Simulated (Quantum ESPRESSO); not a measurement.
## AgCl (Chlorargyrite) under changes of volume

One of the cells (20.458 Å³/atom); the others are scaled copies at fixed shape and fractional positions:

```
Ag Cl
1.0
     0.00000    2.73500    2.73500
     2.73500    0.00000    2.73500
     2.73500    2.73500    0.00000
Ag Cl
1 1
Direct
  0.00000 0.00000 0.00000
  0.50000 0.50000 0.50000
```

| Item | Value |
| --- | --- |
| Program | Quantum ESPRESSO 7.5 |
| Functional | PBE |
| Dispersion | D3(BJ) |
| Potentials or basis | PseudoDojo 0.4.1 SR PBE standard |
| Cutoff | 1116 eV |
| Density cutoff | 4463 eV |
| k mesh | 8 × 8 × 8 |
| Occupations | fermi-dirac, width 0.05 eV |
| Spin | no spin polarisation |

| volume (Å³/atom) | energy over the lowest point (meV/atom) | pressure (GPa) |
| --- | --- | --- |
| 19.231 | ? | ? |
| 19.640 | 17.04 | 4.1 |
| 20.049 | 8.18 | 2.7 |
| 20.458 | 2.63 | 1.5 |
| 20.868 | 0.02 | 0.4 |
| 21.277 | 0.00 | -0.5 |
| 21.686 | 2.30 | -1.4 |

Problem. What does the run at 19.231 Å³/atom give?

Solution. Energy over the lowest point 29.64 meV/atom; pressure 5.6 GPa.

Worked out: A Birch-Murnaghan fit of order 3 (a polynomial in V^(-2/3)) to the other rows has its minimum at 21.07 Å³/atom with B0 = V·E''(V) = 49 GPa and B' = 5.2. It gives 29.64 meV/atom at 19.231 Å³/atom, against the run's 29.64, and -dE/dV = 5.7 GPa, against 5.6.

Energies are extrapolated to zero smearing.
